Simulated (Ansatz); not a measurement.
In2O3:

```
In O
1.0
     2.74350    1.58396    4.83667
    -2.74350    1.58396    4.83667
     0.00000   -3.16792    4.83667
In O
4 6
Direct
  0.85731 0.85731 0.85731
  0.64269 0.64269 0.64269
  0.14269 0.14269 0.14269
  0.35731 0.35731 0.35731
  0.04800 0.75000 0.45200
  0.75000 0.45200 0.04800
  0.45200 0.04800 0.75000
  0.95200 0.25000 0.54800
  0.25000 0.54800 0.95200
  0.54800 0.95200 0.25000
```

Program: Ansatz 0.2.0. Alike in all runs: task band structure; potentials or basis Ansatz PAW; no spin polarisation; cell as given; smearing fixed.

Task: Order these runs on this cell by their band gap on the k mesh, lowest first.
A. level PBE0; k mesh 4 × 4 × 4; cutoff (eV) 420; level pbe0
B. level LDA; k mesh 6 × 6 × 6; cutoff (eV) 420; level lda
C. level r2SCAN; k mesh 6 × 6 × 6; cutoff (eV) 500; level r2scan
D. level HSE06; k mesh 4 × 4 × 4; cutoff (eV) 420; level hse06

Result: B (1.18 eV), C (1.89 eV), D (2.82 eV), A (3.52 eV).

Caveats: spin-orbit coupling is left out, which moves the levels of the heavy elements.

A k mesh can miss the band edges.

Not every run made on this cell is shown here.
